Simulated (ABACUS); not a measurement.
Mo:

```
Mo
1.0
    -1.58381    1.58381    1.58381
     1.58381   -1.58381    1.58381
     1.58381    1.58381   -1.58381
Mo
1
Direct
  0.00000 0.00000 0.00000
```

| Quantity | Value |
| --- | --- |
| Program | ABACUS 3.10.1 |
| Task | relaxation of cell and atoms |
| Functional | AM05 |
| Potentials or basis | PseudoDojo NC SR 0.5 PBE stringent |
| Cutoff | 1102 eV |
| Density cutoff | 4408 eV |
| Basis | plane waves |
| k mesh | 10 × 10 × 10 |
| Occupations | fermi-dirac, width 0.05 eV |
| Spin | no spin polarisation |

At the start: pressure -9.9 GPa; volume 15.89 Å³/atom.

Q: How do energy, volume and symmetry change on relaxing?

A: Over 19 steps the energy falls by 19.6 meV/atom and the volume is 15.29 Å³/atom (-3.8 %); space group Im-3m (No. 229, to 0.05 Å).

Step by step:
| step | energy change (eV) | largest force (eV/Å) | pressure (GPa) | volume (Å³) |
| --- | --- | --- | --- | --- |
| 1 | 0.0000 | 0.0000 | -9.93 | 15.89 |
| 2 | 0.1616 | 0.0000 | 39.33 | 13.66 |
| 3 | -0.0195 | 0.0000 | -0.46 | 15.31 |
| 4 | -0.0196 | 0.0000 | -0.10 | 15.29 |
| 5 | -0.0196 | 0.0000 | -0.11 | 15.29 |
| 6 | -0.0196 | 0.0000 | -0.08 | 15.29 |
| 7 | -0.0196 | 0.0000 | -0.13 | 15.29 |
| 8 | -0.0196 | 0.0000 | -0.11 | 15.29 |
| 9 | -0.0196 | 0.0000 | -0.09 | 15.29 |
| 10 | -0.0196 | 0.0000 | -0.12 | 15.29 |
| 11 | -0.0196 | 0.0000 | -0.06 | 15.29 |
| 12 | -0.0196 | 0.0000 | -0.07 | 15.29 |
| 13 | -0.0196 | 0.0000 | -0.10 | 15.29 |
| 14 | -0.0196 | 0.0000 | -0.06 | 15.29 |
| 15 | -0.0196 | 0.0000 | -0.08 | 15.29 |
| 16 | -0.0196 | 0.0000 | -0.09 | 15.29 |
| 17 | -0.0196 | 0.0000 | -0.08 | 15.29 |
| 18 | -0.0196 | 0.0000 | -0.12 | 15.29 |
| 19 | -0.0196 | 0.0000 | -0.04 | 15.29 |

Final structure:
```
Mo
1.0
    -1.56346    1.56346    1.56346
     1.56346   -1.56346    1.56346
     1.56346    1.56346   -1.56346
Mo
1
Direct
  0.00000 0.00000 0.00000
```

Caveat: the potentials were made for another functional, which shifts forces and pressure.
